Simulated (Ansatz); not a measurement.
## HfN: energy along a strain

HfN, Fm-3m, a = 4.548 Å. Ansatz: PBE, PAW, 420 eV, Γ-centred 22×22×22 mesh on 2 atoms, Gaussian smearing 0.15 eV; no spin polarisation. Cell vectors (Å): 0.000 2.274 2.274; 2.274 0.000 2.274; 2.274 2.274 0.000. The cell is strained by x per cent times the pattern (0 0 0 1 0 0) in the order xx yy zz yz xz xy (engineering shears), with fractional coordinates held. y is the free energy over the start, V0 = 11.757 Å³/atom. Symmetry makes y even in x.

| x (%) | y (meV/atom) |
| --- | --- |
| -6.00 | ? |
| -3.00 | 3.89 |
| 0.00 | 0.00 |
| 0.75 | 0.24 |
| 1.50 | 0.97 |
| 2.25 | 2.19 |
| 3.75 | 6.07 |
| 4.50 | 8.76 |
| 5.25 | 11.94 |

Q: Fit y = c2 x² + c4 x⁴ to the other rows, get the stiffness along the pattern, and predict the missing energy.

A: Least squares on the rows shown. y = 0.43107 x² + 7.5747×10⁻⁵ x⁴. The clamped-ion stiffness p·C·p = 2 × 4.311 eV × 160.2 / 11.757 Å³ = 117 GPa, which is C44 in these axes. At x = -6.00 the fit asked for gives 15.62 meV/atom. The run gave 15.63 meV/atom, so the fit is 0.01 meV/atom too low, a small miss on the scale of the series.

The cell has an odd number of electrons and ran without spin polarisation, so a magnetic or disproportionated state may lie lower. Spin–orbit coupling is left out, which can shift energies with elements as heavy as these.

The energy rises almost purely quadratically with shear, and the small positive quartic term means only slight stiffening, so 117 GPa describes the response well over the whole range sampled. Although the ions were clamped, this should also be the relaxed-ion C44: in rocksalt every atom sits on an inversion centre, which a homogeneous strain preserves, so no internal displacement is driven.

This shear tilts the Hf–N bonds away from right angles while changing their lengths only to second order. The resistance therefore probably comes largely from the directional overlap of N 2p with Hf 5d orbitals, rather than from simple bond stretching. Hf and N together supply one valence electron more than is needed to fill the p–d bonding bands, and it enters metallic d states of largely t2g character. Occupying such states tends to soften this shear in rocksalt nitrides relative to the corresponding carbides, though a single curve cannot separate the two contributions. The positive curvature shows stability against this one distortion; the tetragonal shear and the elastic anisotropy remain undetermined.
